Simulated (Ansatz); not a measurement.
ZnTe with two functionals, isotropic strain −1.97 %

Take ZnTe in the zinc blende structure (space group F-43m, No. 216; a = 6.1791 Å) as the base.

(Cell as relaxed with PBE.)

Levels (all Ansatz, a program for electronic structure, PAW): PBE (420 eV, spin-orbit coupling left out); r2SCAN (500 eV, no spin-orbit coupling).

Each level relaxes its own structure.

```json
[
 {"base": "volume per atom", "PBE": "29.49 Å³", "r2SCAN": "28.56 Å³"},
 {"base": "lattice parameter a", "PBE": "6.179 Å", "r2SCAN": "6.113 Å"},
 {"base": "band gap", "PBE": "1.08 eV", "r2SCAN": "1.79 eV"}
]
```

Now apply this change: an isotropic linear strain of −1.97 %, atoms relaxed at fixed cell.

```json
[
 {"quantity": "energy relative to the base (free energy F)", "PBE": "+15 meV/atom", "r2SCAN": "___"},
 {"quantity": "mean gap deformation potential ΔEg/Δln V", "PBE": "-4.7 eV", "r2SCAN": "___"},
 {"quantity": "shift of the gap caused by the change", "PBE": "+0.28 eV", "r2SCAN": "___"},
 {"quantity": "electron mass", "PBE": "0.090 mₑ (at Γ)", "r2SCAN": "___"},
 {"quantity": "hole mass (degenerate bands, along [100])", "PBE": "0.091, 0.44, 0.44 mₑ (at Γ)", "r2SCAN": "___"}
]
```

### Question
Given the PBE results, estimate those of r2SCAN.

### Answer

- energy relative to the base (free energy F), r2SCAN: +17 meV/atom
- mean gap deformation potential ΔEg/Δln V, r2SCAN: -5.2 eV
- shift of the gap caused by the change, r2SCAN: +0.31 eV
- electron mass, r2SCAN: 0.12 mₑ (at Γ)
- hole mass (degenerate bands, along [100]), r2SCAN: 0.12, 0.41, 0.41 mₑ (at Γ)

PBE's energy relative to the base lies 1.7 meV/atom below r2SCAN's; PBE's mean gap deformation potential ΔEg/Δln V lies 0.5 eV above r2SCAN's; PBE's shift of the gap caused by the change lies 0.03 eV below r2SCAN's. Neither level is exact; r2SCAN is the comparison here, not a measurement.

Spin-orbit coupling, missing from the scalar runs, can matter with Te. Effective masses come from finite differences of ±0.01 Å⁻¹. Whether these cells are dynamically stable was not tested.
